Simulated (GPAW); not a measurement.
# Cr (Im-3m) in GPAW: a series of runs

One crystal, Cr, is run at these levels: BP86+D3, M06-L, LDA, PBEint, PBE; tasks: equation of state, band structure.

All numbers are computed with GPAW 26.7.0; they aren't measurements. Logs are shortened: lines on timing, memory, paths and dates and some standing lists are left out, and cuts for length are marked. The log counts tension as positive stress, the text compression.

### 1 The structure

It takes space group Im-3m (No. 229, cubic). Conventional cell: a = 2.969 Å, b = 2.969 Å, c = 2.969 Å, α = 90.00°, β = 90.00°, γ = 90.00°. Around Cr (site symmetry m-3m) lie 8 Cr at 2.57 Å.

### 2 Equation of state, BP86+D3, collinear spin, ferromagnetic start

run.py reads:

```python
from ase import Atoms
from ase.calculators.mixing import SumCalculator
from ase.eos import EquationOfState
from ase.io import Trajectory
from ase.units import GPa
from dftd3.ase import DFTD3
from gpaw import GPAW, PW, setup_paths

setup_paths.insert(0, '.')

atoms = Atoms(['Cr'],
              cell=[[-1.4844496776, 1.4844496776, 1.4844496776],
                    [1.4844496776, -1.4844496776, 1.4844496776],
                    [1.4844496776, 1.4844496776, -1.4844496776]],
              scaled_positions=[[0.0, 0.0, 0.0]],
              pbc=True)
atoms.set_initial_magnetic_moments([3.0])

traj = Trajectory('eos.traj', 'w')
volumes, energies = [], []
for x in [0.94, 0.96, 0.98, 1.0, 1.02, 1.04, 1.06]:
    a = atoms.copy()
    a.set_cell(atoms.cell * x**(1 / 3), scale_atoms=True)
    calc = GPAW(mode=PW(600),
                xc='GGA_X_B88+GGA_C_P86',
                kpts={'size': (10, 10, 10), 'gamma': True},
                occupations={'name': 'fermi-dirac', 'width': 0.05},
                nbands=11,
                convergence={'density': 1e-05, 'energy': 1e-05},
                maxiter=150,
                txt=f'eos-{x:.2f}.txt')
    a.calc = SumCalculator([calc, DFTD3(method='bp', damping='d3zero')])
    energies.append(a.get_potential_energy())
    volumes.append(a.get_volume())
    p = -a.get_stress()[:3].mean() / GPa
    calc.write(f'eos-{x:.2f}.gpw')
    traj.write(a)
    print(f'{x:.2f} {volumes[-1]:10.4f} A^3 {energies[-1]:14.6f} eV {p:9.3f} GPa', flush=True)

v0, e0, B = EquationOfState(volumes, energies, eos='birchmurnaghan').fit()
print(f'V0 = {v0:.4f} A^3, E0 = {e0:.6f} eV, B0 = {B / GPa:.2f} GPa')
```

Potentials or basis: PAW data sets generated in the run's folder for this functional, pw.

Started as:

```sh
gpaw-setup -f GGA_X_B88+GGA_C_P86 Cr
OMP_NUM_THREADS=1 python run.py
```

Output:

```text
__  _  _
 | _ |_)|_||  |
 |__||  | ||/\| - 26.7.0

Input parameters:
  mode=PW(ecut=600.0),
  convergence={'density': 1e-05, 'energy': 1e-05},
  kpts=MonkhorstPack(size=(10, 10, 10), gamma=True),
  maxiter=150,
  nbands=11,
  occupations=Occupations(name='fermi-dirac', width=0.05),
  xc=XC(name='GGA_X_B88+GGA_C_P86')

Diagonalizing LCAO Hamiltonian
Converting LCAO to pw mode

       Cr

Atoms  # Å, Bohr magnetons
|   | symbol |        x |        y |        z |    initial magnetic moments |
|---|--------|----------|----------|----------|-----------------------------|
| 0 |     Cr | 0.000000 | 0.000000 | 0.000000 | ( 0.0000,  0.0000,  3.0000) |

Unit cell  # Å
| periodic |         x |         y |         z |  lengths |     angles |
|----------|-----------|-----------|-----------|----------|------------|
|      yes | -1.454146 |  1.454146 |  1.454146 | 2.518655 | 109.471221 |
|      yes |  1.454146 | -1.454146 |  1.454146 | 2.518655 | 109.471221 |
|      yes |  1.454146 |  1.454146 | -1.454146 | 2.518655 | 109.471221 |

Number of symmetries: 48
Symmetry operations  # r_c * U_cc + t_c -> r_c
|    | kind |            matrix            |
|----|------|------------------------------|
|  0 |  σ   |  1, 1, 1,  0, 0,-1,  0,-1, 0 |
|  1 |  C4  |  1, 1, 1,  0, 0,-1, -1, 0, 0 |
|  2 |  C2  |  1, 1, 1,  0,-1, 0,  0, 0,-1 |
|  3 |  S6  |  1, 1, 1,  0,-1, 0, -1, 0, 0 |
|  4 |  S6  |  1, 1, 1, -1, 0, 0,  0, 0,-1 |
|  5 |  C4  |  1, 1, 1, -1, 0, 0,  0,-1, 0 |
|  6 |  E   |  1, 0, 0,  0, 1, 0,  0, 0, 1 |
|  7 |  σ   |  1, 0, 0,  0, 1, 0, -1,-1,-1 |
|  8 |  σ   |  1, 0, 0,  0, 0, 1,  0, 1, 0 |
|  9 |  C3  |  1, 0, 0,  0, 0, 1, -1,-1,-1 |
| 10 |  C3  |  1, 0, 0, -1,-1,-1,  0, 1, 0 |
| 11 |  σ   |  1, 0, 0, -1,-1,-1,  0, 0, 1 |
| 12 |  σ   |  0, 1, 0,  1, 0, 0,  0, 0, 1 |
| 13 |  C2  |  0, 1, 0,  1, 0, 0, -1,-1,-1 |
| 14 |  C3  |  0, 1, 0,  0, 0, 1,  1, 0, 0 |
| 15 |  S4  |  0, 1, 0,  0, 0, 1, -1,-1,-1 |
| 16 |  S4  |  0, 1, 0, -1,-1,-1,  1, 0, 0 |
| 17 |  C3  |  0, 1, 0, -1,-1,-1,  0, 0, 1 |
| 18 |  C3  |  0, 0, 1,  1, 0, 0,  0, 1, 0 |
| 19 |  S4  |  0, 0, 1,  1, 0, 0, -1,-1,-1 |
| 20 |  σ   |  0, 0, 1,  0, 1, 0,  1, 0, 0 |
| 21 |  C3  |  0, 0, 1,  0, 1, 0, -1,-1,-1 |
| 22 |  C2  |  0, 0, 1, -1,-1,-1,  1, 0, 0 |
| 23 |  S4  |  0, 0, 1, -1,-1,-1,  0, 1, 0 |
| 24 |  C4  |  0, 0,-1,  1, 1, 1,  0,-1, 0 |
| 25 |  σ   |  0, 0,-1,  1, 1, 1, -1, 0, 0 |
| 26 |  S6  |  0, 0,-1,  0,-1, 0,  1, 1, 1 |
| 27 |  C2  |  0, 0,-1,  0,-1, 0, -1, 0, 0 |
| 28 |  C4  |  0, 0,-1, -1, 0, 0,  1, 1, 1 |
| 29 |  S6  |  0, 0,-1, -1, 0, 0,  0,-1, 0 |
| 30 |  S6  |  0,-1, 0,  1, 1, 1,  0, 0,-1 |
| 31 |  C4  |  0,-1, 0,  1, 1, 1, -1, 0, 0 |
| 32 |  C4  |  0,-1, 0,  0, 0,-1,  1, 1, 1 |
| 33 |  S6  |  0,-1, 0,  0, 0,-1, -1, 0, 0 |
| 34 |  σ   |  0,-1, 0, -1, 0, 0,  1, 1, 1 |
| 35 |  C2  |  0,-1, 0, -1, 0, 0,  0, 0,-1 |
| 36 |  C2  | -1, 0, 0,  1, 1, 1,  0, 0,-1 |
| 37 |  S6  | -1, 0, 0,  1, 1, 1,  0,-1, 0 |
| 38 |  S6  | -1, 0, 0,  0, 0,-1,  1, 1, 1 |
| 39 |  C2  | -1, 0, 0,  0, 0,-1,  0,-1, 0 |
| 40 |  C2  | -1, 0, 0,  0,-1, 0,  1, 1, 1 |
[... 61 lines left out ...]
    compensation charges:
      type: gauss
      rc: 0.35  # [Å]
      lmax: 2
    cutoffs:
      filter: 2.14  # [Å]
      core: 3.04  # [Å]
    projectors
    | kind |    occ | energy [eV] | rcut [Å] |
    |------|--------|-------------|----------|
    |   4s |  1.000 |      -4.186 |    1.164 |
    |   4p |  0.000 |      -1.086 |    1.217 |
    |   3d |  5.000 |      -3.068 |    1.111 |
    |    s |        |      23.026 |    1.164 |
    |    p |        |      26.125 |    1.217 |
    |    d |        |      24.143 |    1.111 |

    Using partial waves for Cr as LCAO basis

Reference energy: -28592.931268  # eV

eigensolver:
  PPCG
  Converge bands: occupied
  niter=2

density mixing:
  MSR1-Mixer
  Pratt-step length: 0.05
  Maximum mixing coefficient: 0.75
  Old densities: 10
  SVD Regularization: 0.005
  Good broyden scale: 1.0
  Trust region scale: 1.0
  Backstep threshold: 4.0
  History deletion threshold: 6.0
  Fourier metric: weight=20.0, sigma=0.015

occupation numbers:
  Fermi-Dirac:
    width: 0.0500  # eV

poisson solver:
  ecut: 4800.0  # eV

xc functional:
  name: GGA_X_B88+GGA_C_P86 with 2 nearest neighbor stencil

convergence criteria:
- Maximum integral of absolute [dens]ity change: 1e-05 electrons / valence electron
- Maximum [total energy] change in last 3 cyles: 1e-05 eV / valence electron
- Maximum integral of absolute [eigenst]ate change: 4e-08 eV^2 / valence electron
maximum number of iterations: 150

SCF iterations
|iter     | |      energy | eigst |  dens |  magmom |
|---------|-|-------------|-------|-------|---------|
|iter:   1| |   -8.151312 | -0.14 |       |  +2.9980|
|iter:   2| |   -8.200533 | -1.94 | -0.43 |  +2.9066|
|iter:   3| |   -8.981359 | -1.73 | -0.45 |  +1.1155|
|iter:   4| |   -9.098334 | -2.17 | -0.82 |  -0.3617|
|iter:   5| |   -9.126259 | -2.93 | -1.25 |  +0.0142|
|iter:   6| |   -9.126229 | -3.11 | -1.81 |  -0.0888|
|iter:   7| |   -9.127150 | -3.81 | -1.74 |  -0.0034|
|iter:   8| |   -9.127286 | -4.76 | -2.46 |  +0.0011|
|iter:   9| |   -9.127317 | -5.07 | -2.89 |  -0.0010|
|iter:  10| |   -9.127317c| -7.11 | -3.88 |  -0.0000|
|iter:  11| |   -9.127317c| -7.98c| -4.59 |  +0.0001|
|iter:  12| |   -9.127317c| -8.13c| -4.84 |  +0.0000|
|iter:  13| |   -9.127317c| -8.74c| -5.45c|  +0.0000|

Converged in 13 steps
Energy contributions relative to reference atoms: (reference = -28592.931268)

Energy contributions:
  Kinetic:         -18.767472
  Coulomb:          12.021662
  Zero:              0.179372
  External:          0.000000
  Xc:               -2.556418
  Entropy:          -0.008923
  Spinorbit:         0.000000
  ----------------------------
  Free energy:      -9.131779
  Extrapolated:     -9.127317

dipole moment: (-3.596529, -3.596529, -3.596529)  # |e|*Ang

Total magnetic moment: (0.000000, 0.000000, 0.000004)

Local magnetic moments
|        x |        y |        z |
|----------|----------|----------|
| 0.000000 | 0.000000 | 0.000001 |  # Cr   0

Fermi level: 10.328
Eigenvalues  # (at kpt = [0.000, 0.000, 0.000])
| band index |      eig [eV] | occ [0-1] |      eig [eV] | occ [0-1] |
|------------|---------------|-----------|---------------|-----------|
|          0 |         2.800 |     1.000 |         2.800 |     1.000 |
|          1 |         9.436 |     1.000 |         9.436 |     1.000 |
|          2 |         9.436 |     1.000 |         9.436 |     1.000 |
|          3 |         9.436 |     1.000 |         9.436 |     1.000 |
|          4 |        11.309 |     0.000 |        11.309 |     0.000 |
|          5 |        11.309 |     0.000 |        11.309 |     0.000 |
|          6 |        21.065 |     0.000 |        21.065 |     0.000 |
|          7 |        21.065 |     0.000 |        21.065 |     0.000 |
|          8 |        21.065 |     0.000 |        21.065 |     0.000 |
|          9 |        29.011 |     0.000 |        29.011 |     0.000 |
|         10 |        33.060 |     0.000 |        33.060 |     0.000 |

No gap
No difference between direct/indirect transitions

Stress tensor  # eV/Ang^3
|         x |         y |        z |
|-----------|-----------|----------|
|  0.095184 | -0.000000 | 0.000000 |
| -0.000000 |  0.095184 | 0.000000 |
|  0.000000 |  0.000000 | 0.095184 |

# Writing to eos-0.94.gpw (mode='')
```

eos-0.98.txt:

```text
SCF iterations
|iter     | |      energy | eigst |  dens |  magmom |
|---------|-|-------------|-------|-------|---------|
|iter:   1| |   -8.124796 | -0.18 |       |  +2.9980|
|iter:   2| |   -8.171129 | -1.89 | -0.46 |  +2.9116|
|iter:   3| |   -8.917769 | -1.76 | -0.47 |  +1.1382|
|iter:   4| |   -9.034999 | -2.00 | -0.82 |  -0.3458|
|iter:   5| |   -9.067306 | -2.20 | -1.20 |  +0.2691|
[... 47 lines left out ...]
|          9 |        28.390 |     0.000 |        28.390 |     0.000 |
|         10 |        32.101 |     0.000 |        32.101 |     0.000 |

No gap
No difference between direct/indirect transitions

Stress tensor  # eV/Ang^3
|        x |         y |         z |
|----------|-----------|-----------|
| 0.139683 |  0.000000 |  0.000000 |
| 0.000000 |  0.139683 | -0.000000 |
| 0.000000 | -0.000000 |  0.139683 |

# Writing to eos-0.98.gpw (mode='')
```

It took 1.7 min on 1 thread of Arm Neoverse V1, shared host; peak memory 0.18 GiB.

Results:

```
Equilibrium volume : outside the volumes run
```

Energy against volume, from the lowest point:
```csv
volume (Å³/atom),energy (meV/atom)
12.299,0.00
12.561,49.31
12.823,103.49
13.084,161.78
13.346,223.67
13.608,288.67
13.870,356.16
```

### 3 Band structure, M06-L, collinear spin, ferromagnetic start

run.py reads:

```python
from ase import Atoms
from ase.dft.bandgap import bandgap
from ase.io import write
from ase.units import GPa
from gpaw import GPAW, PW

atoms = Atoms(['Cr'],
              cell=[[-1.4844496776, 1.4844496776, 1.4844496776],
                    [1.4844496776, -1.4844496776, 1.4844496776],
                    [1.4844496776, 1.4844496776, -1.4844496776]],
              scaled_positions=[[0.0, 0.0, 0.0]],
              pbc=True)
atoms.set_initial_magnetic_moments([3.0])

calc = GPAW(mode=PW(600),
            xc='M06-L',
            kpts={'size': (10, 10, 10), 'gamma': True},
            occupations={'name': 'fermi-dirac', 'width': 0.05},
            nbands=11,
            convergence={'density': 1e-05, 'energy': 1e-05},
            maxiter=150,
            txt='gpaw.txt')
atoms.calc = calc
energy = atoms.get_potential_energy()
forces = atoms.get_forces()
stress = atoms.get_stress()
calc.write('gs.gpw')
write('result.traj', atoms)
print(f'Energy: {energy:.6f} eV')
print('Forces (eV/A):')
print(forces.round(4))
print('Stress (GPa):', (stress / GPa).round(3))
print('Moments:', calc.get_magnetic_moments().round(3))
print('Fermi level:', round(calc.get_fermi_level(), 4), 'eV')
print(f'Gap: {bandgap(calc)[0]:.4f} eV, direct: {bandgap(calc, direct=True)[0]:.4f} eV')

path = atoms.cell.bandpath('GHNGPH,PN', npoints=80, eps=1e-4)
bs_calc = calc.fixed_density(kpts=path, symmetry='off', nbands=18,
                             convergence={'bands': 'CBM+6.0', 'eigenstates': 1e-6}, txt='bands.txt')
bs = bs_calc.band_structure()
bs.write('bs.json')
print(f'Gap on the path: {bandgap(bs_calc)[0]:.4f} eV')
```

Potentials or basis: GPAW PAW data sets (gpaw-data 1.2.1), pw.

Started as:

```sh
OMP_NUM_THREADS=1 python run.py
```

Run time: 99 s. Hardware: 1 thread of Arm Neoverse V1, shared host; peak memory 0.24 GiB.

It converged, with:

```
Free energy             : -13.8706 eV
Pressure                : -39.4 GPa
Band gap along the path : none (metal or under the smearing width)
Net moment              : 0.00 μB per cell
```

Levels at the corners of the path, in eV from the Fermi level:
Spin up:
```csv
point,band 1,band 2,band 3,band 4,band 5,band 6
Γ,-7.45,-0.81,-0.81,-0.81,1.08,1.08
H,-3.53,-3.53,1.96,1.96,1.96,8.70
N,-3.84,-2.10,0.74,1.01,1.35,2.29
Γ,-7.45,-0.81,-0.81,-0.81,1.08,1.08
P,-2.10,-2.10,-2.10,1.40,1.40,8.65
H,-3.53,-3.53,1.96,1.96,1.96,8.70
P,-2.10,-2.10,-2.10,1.40,1.40,8.65
N,-3.84,-2.10,0.74,1.01,1.35,2.29
```
Spin down:
| point | band 1 | band 2 | band 3 | band 4 | band 5 | band 6 |
| --- | --- | --- | --- | --- | --- | --- |
| Γ | -7.45 | -0.81 | -0.81 | -0.81 | 1.08 | 1.08 |
| H | -3.53 | -3.53 | 1.96 | 1.96 | 1.96 | 8.70 |
| N | -3.84 | -2.10 | 0.74 | 1.01 | 1.35 | 2.29 |
| Γ | -7.45 | -0.81 | -0.81 | -0.81 | 1.08 | 1.08 |
| P | -2.10 | -2.10 | -2.10 | 1.40 | 1.40 | 8.65 |
| H | -3.53 | -3.53 | 1.96 | 1.96 | 1.96 | 8.70 |
| P | -2.10 | -2.10 | -2.10 | 1.40 | 1.40 | 8.65 |
| N | -3.84 | -2.10 | 0.74 | 1.01 | 1.35 | 2.29 |

Caveat: the starting moments collapsed, and a magnetic state may lie lower; a pressure of tens of GPa on the cell as given is suspect, and the run, the potentials or the cell itself is likely at fault; the PAW data sets were made with another functional, which shifts forces and pressure a little.

### 4 Equation of state, LDA, collinear spin, ferromagnetic start

run.py reads:

```python
from ase import Atoms
from ase.eos import EquationOfState
from ase.io import Trajectory
from ase.units import GPa
from gpaw import GPAW, PW

atoms = Atoms(['Cr'],
              cell=[[-1.4844496776, 1.4844496776, 1.4844496776],
                    [1.4844496776, -1.4844496776, 1.4844496776],
                    [1.4844496776, 1.4844496776, -1.4844496776]],
              scaled_positions=[[0.0, 0.0, 0.0]],
              pbc=True)
atoms.set_initial_magnetic_moments([3.0])

traj = Trajectory('eos.traj', 'w')
volumes, energies = [], []
for x in [0.94, 0.96, 0.98, 1.0, 1.02, 1.04, 1.06]:
    a = atoms.copy()
    a.set_cell(atoms.cell * x**(1 / 3), scale_atoms=True)
    calc = GPAW(mode=PW(600),
                xc='LDA',
                kpts={'size': (10, 10, 10), 'gamma': True},
                occupations={'name': 'fermi-dirac', 'width': 0.05},
                nbands=11,
                convergence={'density': 1e-05, 'energy': 1e-05},
                maxiter=150,
                txt=f'eos-{x:.2f}.txt')
    a.calc = calc
    energies.append(a.get_potential_energy(force_consistent=True))
    volumes.append(a.get_volume())
    p = -a.get_stress()[:3].mean() / GPa
    calc.write(f'eos-{x:.2f}.gpw')
    traj.write(a)
    print(f'{x:.2f} {volumes[-1]:10.4f} A^3 {energies[-1]:14.6f} eV {p:9.3f} GPa', flush=True)

v0, e0, B = EquationOfState(volumes, energies, eos='birchmurnaghan').fit()
print(f'V0 = {v0:.4f} A^3, E0 = {e0:.6f} eV, B0 = {B / GPa:.2f} GPa')
```

Potentials or basis: the program's PAW data sets (release 1.2.1) made for this functional, pw.

Started as:

```sh
OMP_NUM_THREADS=1 python run.py
```

Run time: 85 s. Hardware: 1 thread of Arm Neoverse V1, shared host; peak memory 0.18 GiB.

It converged, with:

```
Equilibrium volume : outside the volumes run
```

Energy against volume, from the lowest point:
| volume (Å³/atom) | energy (meV/atom) |
| --- | --- |
| 12.299 | 0.00 |
| 12.561 | 51.33 |
| 12.823 | 107.64 |
| 13.084 | 168.22 |
| 13.346 | 232.60 |
| 13.608 | 300.28 |
| 13.870 | 370.68 |

### 5 Band structure, PBEint, collinear spin, ferromagnetic start

run.py reads:

```python
from ase import Atoms
from ase.dft.bandgap import bandgap
from ase.io import write
from ase.units import GPa
from gpaw import GPAW, PW, setup_paths

setup_paths.insert(0, '.')

atoms = Atoms(['Cr'],
              cell=[[-1.4844496776, 1.4844496776, 1.4844496776],
                    [1.4844496776, -1.4844496776, 1.4844496776],
                    [1.4844496776, 1.4844496776, -1.4844496776]],
              scaled_positions=[[0.0, 0.0, 0.0]],
              pbc=True)
atoms.set_initial_magnetic_moments([3.0])

calc = GPAW(mode=PW(600),
            xc='GGA_X_PBEINT+GGA_C_PBEINT',
            kpts={'size': (10, 10, 10), 'gamma': True},
            occupations={'name': 'fermi-dirac', 'width': 0.05},
            nbands=11,
            convergence={'density': 1e-05, 'energy': 1e-05},
            maxiter=150,
            txt='gpaw.txt')
atoms.calc = calc
energy = atoms.get_potential_energy()
forces = atoms.get_forces()
stress = atoms.get_stress()
calc.write('gs.gpw')
write('result.traj', atoms)
print(f'Energy: {energy:.6f} eV')
print('Forces (eV/A):')
print(forces.round(4))
print('Stress (GPa):', (stress / GPa).round(3))
print('Moments:', calc.get_magnetic_moments().round(3))
print('Fermi level:', round(calc.get_fermi_level(), 4), 'eV')
print(f'Gap: {bandgap(calc)[0]:.4f} eV, direct: {bandgap(calc, direct=True)[0]:.4f} eV')

path = atoms.cell.bandpath('GHNGPH,PN', npoints=60, eps=1e-4)
bs_calc = calc.fixed_density(kpts=path, symmetry='off', nbands=18,
                             convergence={'bands': 'CBM+6.0', 'eigenstates': 1e-6}, txt='bands.txt')
bs = bs_calc.band_structure()
bs.write('bs.json')
print(f'Gap on the path: {bandgap(bs_calc)[0]:.4f} eV')
```

Potentials or basis: PAW data sets generated in the run's folder for this functional, pw.

Started as:

```sh
gpaw-setup -f GGA_X_PBEINT+GGA_C_PBEINT Cr
OMP_NUM_THREADS=1 python run.py
```

Run time: 22 s. Hardware: 1 thread of Arm Neoverse V1, shared host; peak memory 0.16 GiB.

The run converged. Its results:

```yaml
Free_energy: -9.6395 eV
Pressure: -29.8 GPa
Band_gap_along_the_path: none (metal or under the smearing width)
Net_moment: 0.00 μB per cell
```

Levels at the corners of the path, in eV from the Fermi level:
Spin up:
```
point  band 1  band 2  band 3  band 4  band 5  band 6
    Γ   -7.35   -0.79   -0.79   -0.79    0.88    0.88
    H   -3.59   -3.59    1.99    1.99    1.99    9.24
    N   -3.80   -2.05    0.88    0.88    1.14    2.31
    Γ   -7.35   -0.79   -0.79   -0.79    0.88    0.88
    P   -2.02   -2.02   -2.02    1.19    1.19    8.97
    H   -3.59   -3.59    1.99    1.99    1.99    9.24
    P   -2.02   -2.02   -2.02    1.19    1.19    8.97
    N   -3.80   -2.05    0.88    0.88    1.14    2.31
```
Spin down:
```tsv
point	band 1	band 2	band 3	band 4	band 5	band 6
Γ	-7.35	-0.79	-0.79	-0.79	0.88	0.88
H	-3.59	-3.59	1.99	1.99	1.99	9.24
N	-3.80	-2.05	0.88	0.88	1.14	2.31
Γ	-7.35	-0.79	-0.79	-0.79	0.88	0.88
P	-2.02	-2.02	-2.02	1.19	1.19	8.97
H	-3.59	-3.59	1.99	1.99	1.99	9.24
P	-2.02	-2.02	-2.02	1.19	1.19	8.97
N	-3.80	-2.05	0.88	0.88	1.14	2.31
```

Caveat: the starting moments collapsed, and a magnetic state may lie lower; a pressure of tens of GPa on the cell as given is suspect, and the run, the potentials or the cell itself is likely at fault.

(Part 1 of 2 ends here.)
